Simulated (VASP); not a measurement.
# Ti₄Pt₁₁: nudged elastic band

Ti₄Pt₁₁, defect, 15 atoms in the cell. PBE, nudged elastic band; PAW potentials Pt, Ti_sv (PBE set).

Path: a Pt atom hops into a neighbouring Pt vacancy; Moving images: 3.

## Input

INCAR.step1:
```
PREC = Normal
ENCUT = 300
EDIFF = 1E-6
ISMEAR = 1
SIGMA = 0.1
LREAL = F
LASPH = T
NELM = 100
ALGO = Normal
LWAVE = F
LCHARG = F
IBRION = 2
NSW = 100
ISIF = 2
EDIFFG = -0.02
POTIM = 0.5
KPAR = 6
```

INCAR.step3:
```
PREC = Normal
ENCUT = 300
EDIFF = 1E-6
ISMEAR = 1
SIGMA = 0.1
LREAL = F
LASPH = T
NELM = 100
ALGO = Normal
LWAVE = F
LCHARG = F
IBRION = 1
POTIM = 0.3
NSW = 100
EDIFFG = -0.05
SPRING = -5
IMAGES = 3
KPAR = 2
```

KPOINTS:
```
k-points
0
Gamma
  4 4 4
```

00/POSCAR:
```
Ti4Pt11
1.0
   -3.8970000000      3.8970000000      3.8970000000
    3.8970000000     -3.8970000000      3.8970000000
    3.8970000000      3.8970000000     -3.8970000000
Pt Ti
11 4
Direct
    0.7500000000      0.7500000000      0.5000000000
    0.7500000000      0.2500000000      0.0000000000
    0.2500000000      0.7500000000      0.0000000000
    0.2465965907      0.4937092129      0.2528873778
    0.7591781650      0.0062907871      0.2528873778
    0.7408218350      0.4937092129      0.7471126222
    0.2534034093      0.0062907871      0.7471126222
    0.4937092129      0.2465965907      0.2528873778
    0.0062907871      0.7591781650      0.2528873778
    0.0062907871      0.2534034093      0.7471126222
    0.4937092129      0.7408218350      0.7471126222
    0.0095767336      0.0095767336      0.0191534673
    0.4904232664      0.4904232664      0.9808465327
    0.4904232664      0.0095767336      0.5000000000
    0.0095767336      0.4904232664      0.5000000000
```

01/POSCAR:
```
Ti4Pt11
1.0
   -3.8970000000      3.8970000000      3.8970000000
    3.8970000000     -3.8970000000      3.8970000000
    3.8970000000      3.8970000000     -3.8970000000
Pt Ti
11 4
Direct
    0.7495700455      0.7553033893      0.4942659296
    0.7504497121      0.2547778290     -0.0043292960
    0.2509464206      0.7530562455     -0.0021077264
    0.2476362040      0.4390473616      0.3095825696
    0.7561250531      0.0086265830      0.2474986490
    0.7438702088      0.5000233740      0.7438477625
    0.2524541801      0.0086870796      0.7426655745
    0.4970511349      0.2502558501      0.2453077304
    0.0071575538      0.7592512854      0.2485905254
    0.0071774884      0.2585496433      0.7479090264
    0.4971334357      0.7517992043      0.7469022177
    0.0056356755      0.0098284932      0.0066418468
    0.4896126205      0.4974216980      0.9852140837
    0.4896336096      0.0044019857      0.4921723484
    0.0055466573      0.4989699780      0.4958387584
```

02/POSCAR:
```
Ti4Pt11
1.0
   -3.8970000000      3.8970000000      3.8970000000
    3.8970000000     -3.8970000000      3.8970000000
    3.8970000000      3.8970000000     -3.8970000000
Pt Ti
11 4
Direct
    0.7469267736      0.7584514259      0.4884756887
    0.7531202835      0.2597759305     -0.0066559881
    0.2517299524      0.7563611019     -0.0046178799
    0.2485032232      0.3827812896      0.3656997267
    0.7530226657      0.0103208749      0.2427014398
    0.7470291397      0.5056078039      0.7414216863
    0.2516793199      0.0123968581      0.7392957198
    0.4992507571      0.2550245705      0.2378643942
    0.0070347257      0.7603429523      0.2448519051
    0.0070347454      0.2621836112      0.7466920591
    0.4992480097      0.7613835080      0.7442233330
    0.0030237356      0.0128053432     -0.0044409131
    0.4896849499      0.5038346917      0.9884195895
    0.4896849690      0.0012656400      0.4858510958
    0.0030267494      0.5074643983      0.4902181431
```

03/POSCAR:
```
Ti4Pt11
1.0
   -3.8970000000      3.8970000000      3.8970000000
    3.8970000000     -3.8970000000      3.8970000000
    3.8970000000      3.8970000000     -3.8970000000
Pt Ti
11 4
Direct
    0.7438691242      0.7605335715      0.4833351716
    0.7561260504      0.2641833844     -0.0080580593
    0.2524563044      0.7604536140     -0.0068953783
    0.2476370256      0.3253264535      0.4213158115
    0.7504488979      0.0123557625      0.2380943230
    0.7495713621      0.5109540656      0.7386180108
    0.2509442964      0.0145753137      0.7363677476
    0.4971354434      0.2620217038      0.2335414998
    0.0071575784      0.7644003312      0.2418644630
    0.0071774927      0.2653304632      0.7427744353
    0.4970530051      0.7634868639      0.7350577809
    0.0055442947      0.0232655921     -0.0069882478
    0.4896123338      0.5089271168      0.9879450781
    0.4896333183      0.0016848149      0.4807248314
    0.0056334727      0.5125009489      0.4823025324
```

04/POSCAR:
```
Ti4Pt11
1.0
   -3.8970000000      3.8970000000      3.8970000000
    3.8970000000     -3.8970000000      3.8970000000
    3.8970000000      3.8970000000     -3.8970000000
Pt Ti
11 4
Direct
    0.7408215090      0.7637790713      0.4770424378
    0.7591784910      0.2695542621     -0.0103757711
    0.2534033002      0.7637790713     -0.0103757711
    0.2465966998      0.2695542621      0.4770424378
    0.7500000000      0.0166666667      0.2333333333
    0.7500000000      0.5166666667      0.7333333333
    0.2500000000      0.0166666667      0.7333333333
    0.4937091044      0.2695542621      0.2299300332
    0.0062908956      0.7637790713      0.2367366335
    0.0062908956      0.2695542621      0.7425118243
    0.4937091044      0.7637790713      0.7241548424
    0.0095766797      0.0358200261     -0.0070899870
    0.4904233203      0.5166666667      0.9929100130
    0.4904233203     -0.0024866927      0.4737566536
    0.0095766797      0.5166666667      0.4737566536
```

POSCAR.step1:
```
Ti4Pt11
1.0
   -3.8970000000      3.8970000000      3.8970000000
    3.8970000000     -3.8970000000      3.8970000000
    3.8970000000      3.8970000000     -3.8970000000
Pt Ti
11 4
Direct
    0.7500000000      0.7500000000      0.5000000000
    0.7500000000      0.2500000000      0.0000000000
    0.2500000000      0.7500000000      0.0000000000
    0.2500000000      0.5000000000      0.2500000000
    0.7500000000      0.0000000000      0.2500000000
    0.7500000000      0.5000000000      0.7500000000
    0.2500000000      0.0000000000      0.7500000000
    0.5000000000      0.2500000000      0.2500000000
    0.0000000000      0.7500000000      0.2500000000
    0.0000000000      0.2500000000      0.7500000000
    0.5000000000      0.7500000000      0.7500000000
    0.0000000000      0.0000000000      0.0000000000
    0.5000000000      0.5000000000      0.0000000000
    0.5000000000      0.0000000000      0.5000000000
    0.0000000000      0.5000000000      0.5000000000
```

POSCAR.step2:
```
Ti4Pt11
1.0
   -3.8970000000      3.8970000000      3.8970000000
    3.8970000000     -3.8970000000      3.8970000000
    3.8970000000      3.8970000000     -3.8970000000
Pt Ti
11 4
Direct
    0.7500000000      0.7500000000      0.5000000000
    0.7500000000      0.2500000000      0.0000000000
    0.2500000000      0.7500000000      0.0000000000
    0.2500000000      0.2500000000      0.5000000000
    0.7500000000      0.0000000000      0.2500000000
    0.7500000000      0.5000000000      0.7500000000
    0.2500000000      0.0000000000      0.7500000000
    0.5000000000      0.2500000000      0.2500000000
    0.0000000000      0.7500000000      0.2500000000
    0.0000000000      0.2500000000      0.7500000000
    0.5000000000      0.7500000000      0.7500000000
    0.0000000000      0.0000000000      0.0000000000
    0.5000000000      0.5000000000      0.0000000000
    0.5000000000      0.0000000000      0.5000000000
    0.0000000000      0.5000000000      0.5000000000
```

Commands (each step's output is kept before the next begins):
```
cat potpaw_PBE.64/Pt/POTCAR potpaw_PBE.64/Ti_sv/POTCAR > POTCAR
cp INCAR.step1 INCAR
cp POSCAR.step1 POSCAR
mpirun -np 6 vasp_std > vasp.out
cp POSCAR.step2 POSCAR
mpirun -np 6 vasp_std > vasp.out
# 00 and 04 hold the relaxed ends; the images between are interpolated (pair-distance (IDPP))
cp INCAR.step3 INCAR
mpirun -np 6 vasp_std > vasp.out
```

## Result

- Barrier (eV): 2.066
- Barrier of the reverse step (eV): 2.066
- Energy of the second end over the first (eV): 0.000
- Top of the path (share of its length): 0.50
- Length of the path (Å): 2.92
- Steps of the band: 12
- Ionic steps, all stages: 32
- Electronic steps, all stages: 521

Energy along the relaxed band:

| Image | Distance along the path (Å) | Energy above the first end (eV) | Slope along the path (eV/Å) | Largest force across the path (eV/Å) |
|---|---|---|---|---|
| 0 | 0.000 | 0.000 | relaxed end |  |
| 1 | 0.732 | 0.941 | 2.130 | 0.046 |
| 2 | 1.461 | 2.066 | 0.003 | 0.039 |
| 3 | 2.190 | 0.943 | -2.131 | 0.042 |
| 4 | 2.923 | 0.000 | relaxed end |  |

The cell is Pt3Ti (16 atoms) with one Pt atom missing.

The two ends have the same energy within 0.01 eV.

Limits: the cell holds 15 atoms, so the vacancy or interstitial meets its own images and the barrier isn't that of a lone defect.

VASP 6.6.1 took 1619 s on 6 cores (Intel Xeon Platinum 8488C (Sapphire Rapids)), a shared host.
